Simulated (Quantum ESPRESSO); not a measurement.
Runs of Quantum ESPRESSO 7.5 on Si2Mo. Symmetry: I4/mmm, No. 139, tetragonal system. The conventional cell has a = 3.200 Å, b = 3.200 Å, c = 7.861 Å, α = 90.00°, β = 90.00°, γ = 90.00°. Mo (site symmetry 4/mmm) has 10 Si at 2.62 Å as nearest neighbours. Si (site symmetry 4mm) has 5 Si at 2.61 to 2.63 Å and 5 Mo at 2.62 Å as nearest neighbours. 

```tsv
task	level	potentials or basis	k mesh	cutoff (eV)	SCF threshold	symmetry	mesh quality	gap on the mesh (eV)	pressure (GPa)	V0 of scaled cells (Å³/atom)	B0 (GPa)	largest force (eV/Å)
band structure	PBEsol	GBRV 1.5 PBEsol	12 × 12 × 12	612	6e-10 Ry	-	not flagged	none	-3.1	-	-	0.33
equation of state	r2SCAN	SG15 PBE 1.2	5 × 5 × 5	952	1e-08 Ry	off	coarse	-	-	13.40	219	-
equation of state	PBEsol	GBRV 1.5 PBEsol	12 × 12 × 12	612	6e-10 Ry	-	not flagged	-	-	(a)	223	-
single point	PBEsol	GBRV 1.5 PBEsol	12 × 12 × 12	612	6e-10 Ry	-	not flagged	none	-3.1	-	-	0.33
```

Alike in all rows: no spin polarisation; cell as given; smearing fermi-dirac 0.05 eV.

Problem. Fill in the values left out.

Solution. (a) 13.24.

Caveats: some runs use coarse meshes; the cell was scaled at fixed shape and fractional positions, which overstates the stiffness of a crystal with free parameters, most of all of layers and chains (some runs); the potentials were made for another functional, which shifts forces and pressure (some runs).

A k mesh can miss the band edges, and the runs leave out spin-orbit coupling on Mo.

A gap of «none» marks a metal or a gap under the smearing width.
